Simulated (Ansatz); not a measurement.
# ZrS2: the cost of one run

Computed with Ansatz 0.2.0 (DFT PBE+D3(BJ), scalar-relativistic, plane waves, PAW, unless a step's input says otherwise).

2 further runs of the same task are left out: 2 set aside as unsound or not needed.

## 1. The structure to begin with

The structure is trigonal, space group P-3m1 (No. 164). Conventional cell: a = 3.635 Å, b = 3.635 Å, c = 5.723 Å, α = 90.00°, β = 90.00°, γ = 120.00°. Zr (site symmetry -3m) has 6 S at 2.56 Å as nearest neighbours. S (site symmetry 3m) has 3 Zr at 2.56 Å as nearest neighbours.

As a file:

```xyz
3
Lattice="3.6350 0.0000 0.0000 -1.8175 3.1480 0.0000 0.0000 0.0000 5.7227" Properties=species:S:1:pos:R:3 pbc="T T T"
Zr    0.0000    0.0000    0.0000
S     0.0000    2.0987    1.4607
S     1.8175    1.0493    4.2620
```

This cell was relaxed beforehand with the same method: volume 21.83 Å³/atom, gap on the mesh 0.66 eV.

## 2. The reference cell

Reference values: F = -5993.6692 eV; pressure -0.03 GPa; largest force 0.003 eV/Å; gap on the mesh 0.66 eV. It was computed beforehand with the settings of the runs below.

## 3. Harmonic modes of this cell

The input, input.yaml:

```yaml
crystal:
  lattice:
    - [3.6350197034, 0.0, 0.0]
    - [-1.8175098517, 3.1480194064, 0.0]
    - [0.0, 0.0, 5.7227454468]
  atoms:
    - { symbol: Zr, position: [0.0, 0.0, 0.0] }
    - { symbol: S, position: [0.3333333333, 0.6666666667, 0.2552453882] }
    - { symbol: S, position: [0.6666666667, 0.3333333333, 0.7447546118] }
basis:
  ecutwfc: 420
kpoints:
  mp_grid: { grid: [12, 12, 6] }
hamiltonian:
  xc: pbe
  dispersion: d3bj
scf:
  occupations: { method: gaussian, width: 0.05 }
output:
  eigenvalues: true
phonons:
  method: fd
  supercell: [1, 1, 1]
  amplitude: 0.02
  eigenvectors: true
  dielectric: false
```

Launch:

```
$ ansatz run input.yaml --threads 2 --pin off --max-ram 5120MiB --backend cpu --events-out ev --progress --plain --runs-dir out
```

What time and memory should one allow on 2 threads of AMD EPYC 9R45 (Zen 5), shared host?

About 9.8 s, with a peak of 0.67 GiB.
